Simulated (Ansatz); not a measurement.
Structure types of Cd were relaxed at one common pressure (all-electron LAPW in Ansatz 0.2.0 under PBE, scalar-relativistic, no spin polarisation, zero temperature). They take these volumes:

| type | space group | V (Å³/atom) |
| --- | --- | --- |
| fcc | Fm-3m | 9.56 |
| bcc | Im-3m | 9.58 |
| hcp | P6_3/mmc | 9.56 |
| diamond | Fd-3m | 11.75 |
| beta tin | I4_1/amd | 9.98 |
| omega | P6/mmm | 9.64 |

**Question.** At about which pressure, and is the densest type also the lowest in enthalpy?

**Answer.** 420 GPa. The densest types tie within 0.02 Å³/atom, and hcp is the lowest in enthalpy.
